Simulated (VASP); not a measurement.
Wanted: the native input for a VASP 6.6.1 run.

- Task: single point
- Functional: PBE
- Potentials or basis: VASP PAW PBE potentials, release 64 (Au)
- Cutoff: 520 eV
- k mesh: 18 × 18 × 18
- Occupations: gaussian, width 0.05 eV
- Spin: non-collinear spin, zero start, spin-orbit coupling
- Starting moments: [[0.0, 0.0, 0.0]] μB
- Dipole correction: no
- Further INCAR settings: ALGO = Fast; EDIFF = 1e-06; NBANDS = 22

The structure of Au lies in POSCAR:

```
Au
1.0
   -1.6459080502      1.6459080502      1.6459080502
    1.6459080502     -1.6459080502      1.6459080502
    1.6459080502      1.6459080502     -1.6459080502
Au
1
Direct
    0.0000000000      0.0000000000      0.0000000000
```

The cell was built by a generator and needn't be a form met in nature.

The input as run:

INCAR

```
PREC     = Accurate       # precision mode
ENCUT    = 520            # plane-wave cutoff, eV
EDIFF    = 1E-6           # SCF threshold, eV
ISMEAR   = 0              # smearing method
SIGMA    = 0.05           # smearing width, eV
LREAL    = F              # projectors in reciprocal space
LASPH    = T              # aspherical terms in the spheres
NELM     = 150            # most SCF steps
ALGO     = Fast           # electronic algorithm
ISIF     = 2              # what is computed and relaxed
LWAVE    = F              # write WAVECAR
LCHARG   = F              # write CHGCAR
MAGMOM   = 0 0 0          # initial moments
LORBIT   = 11             # projections on sites
LSORBIT  = T              # spin-orbit coupling
GGA_COMPAT= F            
LORBMOM  = T            
LMAXMIX  = 4              # l up to which the mixer works
GGA      = PE             # functional
NBANDS   = 22             # bands
```

KPOINTS

```
Automatic mesh
0
Gamma
  18 18 18
```

Potentials or basis: VASP PAW PBE potentials, release 64 (Au).

Run with:

```bash
$ cat potpaw_PBE.64/Au/POTCAR > POTCAR
$ mpirun -np 1 vasp_ncl > vasp.out
```

It gave:

```json
{"Pressure": "0.0 GPa", "Net moment": "0.00 μB per cell", "Valence electrons inside the program's atomic spheres": "Au 9.61"}
```

Wall time 2.2 min on 1 thread of Intel(R) Xeon(R) Platinum 8488C (Sapphire Rapids), with other jobs on the host, peak memory 0.27 GiB.
